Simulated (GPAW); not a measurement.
# GaAs (P4/mmm) in GPAW: convergence with smearing width (eV)

Aim: find how far smearing width (eV) must go before the results for GaAs settle, at LDA. This setting moves, with any that are tied to it; all else stays.

All numbers are computed with GPAW 26.7.0; they aren't measurements. Logs are shortened: lines on timing, memory, paths and dates and some standing lists are left out, and cuts for length are marked. The log counts tension as positive stress, the text compression.

### 1 Starting point

It takes space group P4/mmm (No. 123, tetragonal). The conventional cell has a = 3.810 Å, b = 3.810 Å, c = 2.739 Å, α = 90.00°, β = 90.00°, γ = 90.00°. Ga (site symmetry 4/mmm) is surrounded by 4 As at 2.69 Å and 2 Ga at 2.74 Å. As (site symmetry 4/mmm) is surrounded by 4 Ga at 2.69 Å and 2 As at 2.74 Å.

The cell was built by a generator and needn't be a form met in nature.

### 2 With smearing width (eV) 0.5

run.py

```python
from ase.dft.bandgap import bandgap
from ase.io import read, write
from ase.units import GPa
from gpaw import GPAW, PW

atoms = read('GaAs.xyz')

calc = GPAW(mode=PW(600),
            xc='LDA',
            kpts={'size': (7, 7, 10), 'gamma': True},
            occupations={'name': 'methfessel-paxton', 'width': 0.5, 'order': 1},
            nbands=11,
            convergence={'density': 1e-05, 'energy': 1e-05},
            maxiter=100,
            txt='gpaw.txt')
atoms.calc = calc
energy = atoms.get_potential_energy()
forces = atoms.get_forces()
stress = atoms.get_stress()
calc.write('gs.gpw')
write('result.traj', atoms)
print(f'Energy: {energy:.6f} eV')
print('Forces (eV/A):')
print(forces.round(4))
print('Stress (GPa):', (stress / GPa).round(3))
print('Fermi level:', round(calc.get_fermi_level(), 4), 'eV')
print(f'Gap: {bandgap(calc)[0]:.4f} eV, direct: {bandgap(calc, direct=True)[0]:.4f} eV')
```

GaAs.xyz

```xyz
2
Lattice="3.8101400000 0.0000000000 0.0000000000 0.0000000000 3.8101400000 0.0000000000 0.0000000000 0.0000000000 2.7389100000" Properties=species:S:1:pos:R:3 pbc="T T T"
Ga     1.9050700000      1.9050700000      1.3694550000
As     0.0000000000      0.0000000000      1.3694550000
```

Potentials or basis: the program's PAW data sets (release 1.2.1) made for this functional, pw.

Run with:

```console
OMP_NUM_THREADS=1 python run.py
```

gpaw.txt:

```text
__  _  _
 | _ |_)|_||  |
 |__||  | ||/\| - 26.7.0

Input parameters:
  mode=PW(ecut=600.0),
  convergence={'density': 1e-05, 'energy': 1e-05},
  kpts=MonkhorstPack(size=(7, 7, 10), gamma=True),
  maxiter=100,
  nbands=11,
  occupations=Occupations(name='methfessel-paxton', width=0.5, order=1),
  xc=XC(name='LDA')

Diagonalizing LCAO Hamiltonian
Converting LCAO to pw mode
   .--------.
  /|        |
 * |        |
 As.---Ga---.
 |/        /
 *--------*

Atoms  # Å, Bohr magnetons
|   | symbol |        x |        y |        z |    initial magnetic moments |
|---|--------|----------|----------|----------|-----------------------------|
| 0 |     Ga | 1.905070 | 1.905070 | 1.369455 | ( 0.0000,  0.0000,  0.0000) |
| 1 |     As | 0.000000 | 0.000000 | 1.369455 | ( 0.0000,  0.0000,  0.0000) |

Unit cell  # Å
| periodic |        x |        y |        z |  lengths |    angles |
|----------|----------|----------|----------|----------|-----------|
|      yes | 3.810140 | 0.000000 | 0.000000 | 3.810140 | 90.000000 |
|      yes | 0.000000 | 3.810140 | 0.000000 | 3.810140 | 90.000000 |
|      yes | 0.000000 | 0.000000 | 2.738910 | 2.738910 | 90.000000 |

Number of symmetries: 16
Symmetry operations  # r_c * U_cc + t_c -> r_c
|    | kind |            matrix            |
|----|------|------------------------------|
|  0 |  E   |  1, 0, 0,  0, 1, 0,  0, 0, 1 |
|  1 |  σ   |  1, 0, 0,  0, 1, 0,  0, 0,-1 |
|  2 |  σ   |  1, 0, 0,  0,-1, 0,  0, 0, 1 |
|  3 |  C2  |  1, 0, 0,  0,-1, 0,  0, 0,-1 |
|  4 |  σ   |  0, 1, 0,  1, 0, 0,  0, 0, 1 |
|  5 |  C2  |  0, 1, 0,  1, 0, 0,  0, 0,-1 |
|  6 |  C4  |  0, 1, 0, -1, 0, 0,  0, 0, 1 |
|  7 |  S4  |  0, 1, 0, -1, 0, 0,  0, 0,-1 |
|  8 |  C4  |  0,-1, 0,  1, 0, 0,  0, 0, 1 |
|  9 |  S4  |  0,-1, 0,  1, 0, 0,  0, 0,-1 |
| 10 |  σ   |  0,-1, 0, -1, 0, 0,  0, 0, 1 |
| 11 |  C2  |  0,-1, 0, -1, 0, 0,  0, 0,-1 |
| 12 |  σ   | -1, 0, 0,  0, 1, 0,  0, 0, 1 |
| 13 |  C2  | -1, 0, 0,  0, 1, 0,  0, 0,-1 |
| 14 |  C2  | -1, 0, 0,  0,-1, 0,  0, 0, 1 |
| 15 |  i   | -1, 0, 0,  0,-1, 0,  0, 0,-1 |

BZ-sampling:
  Number of BZ points: 490
  Number of IBZ points: 60

  Monkhorst-Pack size: [7, 7, 10]
  Monkhorst-Pack shift: [0.0, 0.0, 0.05]

[... 97 lines left out ...]
  Pratt-step length: 0.05
  Maximum mixing coefficient: 0.75
  Old densities: 10
  SVD Regularization: 0.005
  Good broyden scale: 1.0
  Trust region scale: 1.0
  Backstep threshold: 4.0
  History deletion threshold: 6.0
  Fourier metric: weight=20.0, sigma=0.015

occupation numbers:
  Methfessel-Paxton:
    width: 0.5000  # eV
    order: 1

poisson solver:
  ecut: 4800.0  # eV

xc functional:
  name: None

convergence criteria:
- Maximum integral of absolute [dens]ity change: 1e-05 electrons / valence electron
- Maximum [total energy] change in last 3 cyles: 1e-05 eV / valence electron
- Maximum integral of absolute [eigenst]ate change: 4e-08 eV^2 / valence electron
maximum number of iterations: 100

SCF iterations
|iter     | |      energy | eigst |  dens |
|---------|-|-------------|-------|-------|
|iter:   1| |   -8.940299 | -0.91 |       |
|iter:   2| |   -8.938510 | -3.18 | -1.20 |
|iter:   3| |   -8.923641 | -3.40 | -1.22 |
|iter:   4| |   -8.923281 | -4.45 | -1.78 |
|iter:   5| |   -8.923225 | -5.41 | -2.47 |
|iter:   6| |   -8.923227c| -6.29 | -2.98 |
|iter:   7| |   -8.923226c| -8.41c| -4.05 |
|iter:   8| |   -8.923226c| -8.44c| -4.51 |
|iter:   9| |   -8.923226c| -9.47c| -5.37c|

Converged in 9 steps
Energy contributions relative to reference atoms: (reference = -114227.963927)

Energy contributions:
  Kinetic:          15.027999
  Coulomb:         -13.266187
  Zero:              0.006336
  External:          0.000000
  Xc:              -10.698632
  Entropy:           0.010886
  Spinorbit:         0.000000
  ----------------------------
  Free energy:      -8.919598
  Extrapolated:     -8.923226

dipole moment: (-12.719273, -12.719273, -0.000024)  # |e|*Ang

Fermi level: 6.041
Eigenvalues  # (at kpt = [0.000, 0.000, 0.000])
| band index |      eig [eV] | occ [0-2] |
|------------|---------------|-----------|
|          0 |        -7.320 |     2.000 |
|          1 |         1.645 |     2.000 |
|          2 |         3.429 |     2.000 |
|          3 |         3.429 |     2.000 |
|          4 |         9.661 |    -0.000 |
|          5 |        11.170 |    -0.000 |
|          6 |        13.245 |    -0.000 |
|          7 |        13.245 |    -0.000 |
|          8 |        15.905 |    -0.000 |
|          9 |        16.460 |    -0.000 |
|         10 |        18.611 |    -0.000 |

No gap
No difference between direct/indirect transitions

Forces  # eV/Ang
|       x |       y |       z |
|---------|---------|---------|
| 0.00000 | 0.00000 | 0.00000 |  # Ga   0
| 0.00000 | 0.00000 | 0.00000 |  # As   1

Stress tensor  # eV/Ang^3
|        x |        y |        z |
|----------|----------|----------|
| 0.022509 | 0.000000 | 0.000000 |
| 0.000000 | 0.022509 | 0.000000 |
| 0.000000 | 0.000000 | 0.049559 |

# Writing to gs.gpw (mode='')
```

Wall time 11 s (1 thread of Arm Neoverse V2, shared host); peak memory 0.16 GiB.

Results:

* Free energy: -8.9196 eV
* Pressure: -5.1 GPa
* Band gap on the k mesh: none (metal or under the smearing width)

### 3 With smearing width (eV) 0.3

run.py, as its differences from that of step 2:

```diff
@@ -10,3 +10,3 @@
             kpts={'size': (7, 7, 10), 'gamma': True},
-            occupations={'name': 'methfessel-paxton', 'width': 0.5, 'order': 1},
+            occupations={'name': 'methfessel-paxton', 'width': 0.3, 'order': 1},
             nbands=11,
```

GaAs.xyz is that of step 2.

Potentials or basis: the program's PAW data sets (release 1.2.1) made for this functional, pw.

Run with:

```console
OMP_NUM_THREADS=1 python run.py
```

Wall time 11 s (1 thread of Arm Neoverse V2, shared host); peak memory 0.16 GiB.

What came out:

- Free energy: -8.9232 eV
- Pressure: -5.0 GPa
- Band gap on the k mesh: none (metal or under the smearing width)

### 4 With smearing width (eV) 0.2

run.py, as its differences from that of step 3:

```diff
@@ -10,3 +10,3 @@
             kpts={'size': (7, 7, 10), 'gamma': True},
-            occupations={'name': 'methfessel-paxton', 'width': 0.3, 'order': 1},
+            occupations={'name': 'methfessel-paxton', 'width': 0.2, 'order': 1},
             nbands=11,
```

GaAs.xyz is that of step 3.

Run with:

```console
OMP_NUM_THREADS=1 python run.py
```

Wall time 11 s (1 thread of Arm Neoverse V2, shared host); peak memory 0.16 GiB.

The run converged. Its results:

| Item | Value |
| --- | --- |
| Free energy | -8.9241 eV |
| Pressure | -4.9 GPa |
| Band gap on the k mesh | none (metal or under the smearing width) |

### 5 With smearing width (eV) 0.15

run.py, as its differences from that of step 4:

```diff
@@ -10,3 +10,3 @@
             kpts={'size': (7, 7, 10), 'gamma': True},
-            occupations={'name': 'methfessel-paxton', 'width': 0.2, 'order': 1},
+            occupations={'name': 'methfessel-paxton', 'width': 0.15, 'order': 1},
             nbands=11,
```

GaAs.xyz is that of step 4.

Run with:

```console
OMP_NUM_THREADS=1 python run.py
```

Wall time 11 s (1 thread of Arm Neoverse V2, shared host); peak memory 0.16 GiB.

It converged, with:

- Free energy: -8.9242 eV
- Pressure: -4.9 GPa
- Band gap on the k mesh: none (metal or under the smearing width)

### 6 With smearing width (eV) 0.1

run.py, as its differences from that of step 5:

```diff
@@ -10,3 +10,3 @@
             kpts={'size': (7, 7, 10), 'gamma': True},
-            occupations={'name': 'methfessel-paxton', 'width': 0.15, 'order': 1},
+            occupations={'name': 'methfessel-paxton', 'width': 0.1, 'order': 1},
             nbands=11,
```

GaAs.xyz is that of step 5.

Potentials or basis: the program's PAW data sets (release 1.2.1) made for this functional, pw.

Run with:

```console
OMP_NUM_THREADS=1 python run.py
```

Wall time 11 s (1 thread of Arm Neoverse V2, shared host); peak memory 0.16 GiB.

It converged, with:

| Property | Result |
| --- | --- |
| Free energy | -8.9239 eV |
| Pressure | -4.9 GPa |
| Band gap on the k mesh | none (metal or under the smearing width) |

### 7 With smearing width (eV) 0.05

run.py, as its differences from that of step 6:

```diff
@@ -10,3 +10,3 @@
             kpts={'size': (7, 7, 10), 'gamma': True},
-            occupations={'name': 'methfessel-paxton', 'width': 0.1, 'order': 1},
+            occupations={'name': 'methfessel-paxton', 'width': 0.05, 'order': 1},
             nbands=11,
```

GaAs.xyz is that of step 6.

Run with:

```console
OMP_NUM_THREADS=1 python run.py
```

Wall time 11 s (1 thread of Arm Neoverse V2, shared host); peak memory 0.16 GiB.

It converged, with:

```yaml
Free_energy: -8.9233 eV
Pressure: -4.9 GPa
Band_gap_on_the_k_mesh: none (metal or under the smearing width)
```

### 8 With smearing width (eV) 0.025

run.py, as its differences from that of step 7:

```diff
@@ -10,3 +10,3 @@
             kpts={'size': (7, 7, 10), 'gamma': True},
-            occupations={'name': 'methfessel-paxton', 'width': 0.05, 'order': 1},
+            occupations={'name': 'methfessel-paxton', 'width': 0.025, 'order': 1},
             nbands=11,
```

GaAs.xyz is that of step 7.

Run with:

```console
OMP_NUM_THREADS=1 python run.py
```

Wall time 11 s (1 thread of Arm Neoverse V2, shared host); peak memory 0.16 GiB.

Results (log left out):

```yaml
Free_energy: -8.9230 eV
Pressure: -4.9 GPa
Band_gap_on_the_k_mesh: none (metal or under the smearing width)
```

### 9 With smearing width (eV) 0.01

run.py, as its differences from that of step 8:

```diff
@@ -10,3 +10,3 @@
             kpts={'size': (7, 7, 10), 'gamma': True},
-            occupations={'name': 'methfessel-paxton', 'width': 0.025, 'order': 1},
+            occupations={'name': 'methfessel-paxton', 'width': 0.01, 'order': 1},
             nbands=11,
```

GaAs.xyz is that of step 8.

Potentials or basis: the program's PAW data sets (release 1.2.1) made for this functional, pw.

Run with:

```console
OMP_NUM_THREADS=1 python run.py
```

Run time: 11 s. Hardware: 1 thread of Arm Neoverse V2, shared host; peak memory 0.16 GiB.

Results (log left out):

* Free energy: -8.9229 eV
* Pressure: -4.9 GPa
* Band gap on the k mesh: none (metal or under the smearing width)

### 10 Result

| smearing width (eV) | energy less the tightest run, at zero smearing (meV/atom) | pressure (GPa) | SCF cycles | CPU time (s) | peak memory (GiB) |
| --- | --- | --- | --- | --- | --- |
| 0.5 | -0.17 | -5.05 | 9 | 11 | 0.16 |
| 0.3 | -0.74 | -4.96 | 9 | 11 | 0.16 |
| 0.2 | -0.78 | -4.94 | 9 | 11 | 0.16 |
| 0.15 | -0.65 | -4.93 | 9 | 11 | 0.16 |
| 0.1 | -0.33 | -4.93 | 9 | 11 | 0.16 |
| 0.05 | -0.10 | -4.91 | 9 | 11 | 0.16 |
| 0.025 | -0.04 | -4.90 | 9 | 11 | 0.16 |
| 0.01 | 0.00 | -4.92 | 9 | 11 | 0.16 |

Against the tightest run, the energy stays within 1 meV/atom from 0.5 on; the pressure stays within 0.1 GPa from 0.3 on. Narrower smearing needs a denser k mesh, so at a fixed mesh the narrowest width isn't the most accurate. The tightest run that finished is the yardstick and may itself not be fully converged.

Caveats: this smearing can pin the Fermi level at a band edge.
